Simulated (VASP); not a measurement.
Ag:

```
CELL_PARAMETERS angstrom
0.00000 2.04275 2.04275
2.04275 0.00000 2.04275
2.04275 2.04275 0.00000
ATOMIC_POSITIONS crystal
Ag 0.00000 0.00000 0.00000
```

- Program: VASP 6.6.1
- Task: relaxation of cell and atoms
- Functional: optPBE-vdW
- Potentials or basis: VASP PAW PBE potentials, release 64 (Ag)
- Cutoff: 600 eV
- k mesh: 11 × 11 × 11
- Occupations: fermi-dirac, width 0.05 eV
- Spin: no spin polarisation

At the start: pressure 5.5 GPa; volume 17.05 Å³/atom.

How do energy, volume and symmetry change on relaxing?

Over 5 steps the energy falls by 15.0 meV/atom and the volume is 17.98 Å³/atom (+5.5 %); space group Fm-3m (No. 225, to 0.05 Å).

The path:
| step | energy change (eV) | largest force (eV/Å) | pressure (GPa) | volume (Å³) |
| --- | --- | --- | --- | --- |
| 1 | 0.0000 | 0.0000 | 5.47 | 17.05 |
| 2 | -0.0110 | 0.0000 | -2.48 | 18.52 |
| 3 | -0.0150 | 0.0000 | 0.17 | 17.99 |
| 4 | -0.0150 | 0.0000 | -0.14 | 18.02 |
| 5 | -0.0150 | 0.0000 | -0.04 | 17.98 |

Final structure:
```cif
data_structure
_symmetry_space_group_name_H-M 'P 1'
_symmetry_Int_Tables_number 1
_cell_length_a 2.9408
_cell_length_b 2.9408
_cell_length_c 2.9408
_cell_angle_alpha 60.000
_cell_angle_beta 60.000
_cell_angle_gamma 60.000
_cell_volume 17.98
loop_
_atom_site_label
_atom_site_type_symbol
_atom_site_fract_x
_atom_site_fract_y
_atom_site_fract_z
_atom_site_occupancy
Ag1 Ag 0.00000 0.00000 0.00000 1
```

Caveat: the PAW data sets were made with another functional, which shifts forces and pressure a little.
